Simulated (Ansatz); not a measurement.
# Phonon spectrum of Te₂Pt

The calculation used DFT PBE, scalar-relativistic, plane waves, PAW in Ansatz 0.2.0. Cutoff 420 eV, 12×12×10 k-points (Γ-centred), Fermi-Dirac smearing of 0.15 eV. No spin polarisation. Phonons by linear response, acoustic sum rule imposed.

Equilibrium structure at this level:
```
CELL_PARAMETERS angstrom
4.08841 0.00000 0.00000
-2.04420 3.54066 0.00000
0.00000 0.00000 5.37961
ATOMIC_POSITIONS crystal
Te 0.33333 0.66667 0.25384
Te 0.66667 0.33333 0.74616
Pt 0.00000 0.00000 0.00000
```

It was relaxed at this level from a cell as deposited in COD. In a metal, frequencies and elastic constants depend on the k mesh and the smearing, soft modes and shear constants most. Some empty bands missed the eigensolver's threshold. Spin–orbit coupling is left out, which matters for heavy elements. The q mesh is coarse, so values between its points are rough. No dispersion correction is applied, so modes and constants that involve weak contacts between layers, chains or molecules come out too soft.

Force constants from linear response on a 2×2×1 q mesh.

Path: Γ–M–K–Γ–A–L–H–A | L–M | H–K. Only the points of the 2×2×1 mesh were computed; the rest is interpolation, which is rough on so few points. On the mesh no mode is imaginary. Distance along the path (Å⁻¹), then the branches (cm⁻¹, negative for imaginary):
```
0.000  0 0 0 101 101 142 155 161 161
0.222  11 24 40 104 108 140 152 160 161
0.444  34 47 74 109 118 136 148 159 160
0.665  60 66 95 110 113 135 150 155 161
0.887  75 76 94 108 109 143 144 155 162
1.015  75 78 95 108 109 142 145 155 162
1.143  74 84 97 106 110 141 146 154 161
1.272  74 93 99 103 108 140 148 154 160
1.400  75 100 100 103 103 140 149 157 157
1.656  66 82 98 106 114 138 148 153 162
1.912  41 56 80 114 116 135 147 157 161
2.168  13 29 45 105 110 140 152 160 161
2.424  0 0 0 101 101 142 155 161 161
2.570  -9 -9 21 102 102 135 160 161 161
2.716  -17 -17 41 104 104 123 160 160 166
2.862  -22 -22 59 105 105 110 160 160 170
3.008  -24 -24 68 102 106 106 160 160 171
3.230  11 34 69 100 108 111 160 160 168
3.452  39 73 74 96 115 121 158 158 163
3.674  50 82 83 110 125 126 151 156 160
3.895  53 82 88 115 131 136 140 154 161
4.024  57 82 87 115 131 135 141 154 161
4.152  67 81 87 115 130 132 144 154 160
4.280  76 81 87 116 128 128 148 154 159
4.408  80 80 86 121 125 125 152 152 159
4.664  73 79 85 110 121 137 146 156 159
4.920  53 73 77 97 120 122 156 159 161
5.176  20 40 69 99 110 112 160 160 168
5.432  -24 -24 68 102 106 106 160 160 171
5.505  54 82 87 116 130 135 141 154 161
5.651  59 83 85 117 124 134 144 157 160
5.797  67 79 89 114 116 136 146 157 160
5.943  74 76 93 109 110 141 145 155 162
6.016  80 80 86 121 125 125 152 152 159
6.162  82 82 84 123 123 123 153 153 158
6.308  80 86 86 117 117 129 155 155 155
6.454  76 93 93 110 110 136 152 156 156
6.600  75 100 100 103 103 140 149 157 157
```
